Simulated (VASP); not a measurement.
Write the native input for VASP 6.6.1 that does the following.

```yaml
Task: single point
Functional: r2SCAN
Potentials_or_basis: VASP PAW PBE potentials, release 64 (Na_pv)
Cutoff: 520 eV
k_mesh: 15 × 15 × 8
Occupations: gaussian, width 0.1 eV
Spin: no spin polarisation
Dipole_correction: no
Further_INCAR_settings: ALGO = Normal; EDIFF = 1e-07; NBANDS = 14
```

Na:

```xyz
2
Lattice="3.7647 0.0000 0.0000 -1.8823 3.2603 0.0000 0.0000 0.0000 6.1599" Properties=species:S:1:pos:R:3 pbc="T T T"
Na    0.0000    2.1735    1.5400
Na    1.8823    1.0868    4.6199
```

This isn't the form of Na at room conditions, which is bcc.

The input as run:

POSCAR

```
Na
1.0
    3.7646901374      0.0000000000      0.0000000000
   -1.8823450687      3.2603172964      0.0000000000
    0.0000000000      0.0000000000      6.1599097404
Na
2
Direct
    0.3333333333      0.6666666667      0.2500000000
    0.6666666667      0.3333333333      0.7500000000
```

INCAR.step1

```
SYSTEM = Na
PREC = Accurate ; ENCUT = 520
ISMEAR = 0 ; SIGMA = 0.1
LREAL = .False. ; LASPH = .True.
NELM = 100 ; NBANDS = 14
GGA = PE ; ALGO = Normal
EDIFF = 1E-4 ; LWAVE = .True.
LCHARG = .False.
```

INCAR.step2

```
SYSTEM = Na
PREC = Accurate ; ENCUT = 520
EDIFF = 1E-7 ; ISMEAR = 0
SIGMA = 0.1 ; LREAL = .False.
LASPH = .True. ; NELM = 100
ALGO = Normal ; ISIF = 2
LWAVE = .False. ; LCHARG = .True.
METAGGA = R2SCAN ; LMIXTAU = .True.
LELF = .True. ; LVHAR = .True.
NBANDS = 14 ; ISTART = 1
```

KPOINTS

```
regular mesh
0
Gamma
  15 15 8
  0 0 0
```

Potentials or basis: VASP PAW PBE potentials, release 64 (Na_pv).

The run is started by

```bash
$ cat potpaw_PBE.64/Na_pv/POTCAR > POTCAR
$ cp INCAR.step1 INCAR
$ mpirun -np 1 vasp_std > vasp.out
$ cp INCAR.step2 INCAR
$ mpirun -np 1 vasp_std > vasp.out
```

Results of the run:

The pressure is 0.0 GPa and the band gap on the k mesh is none (metal or under the smearing width).

Caveat: the PAW data sets were made with another functional, which shifts forces and pressure a little.

It took 5.7 min on 1 thread of AMD EPYC 9R45 (Zen 5), on a shared host, peak memory 0.22 GiB.
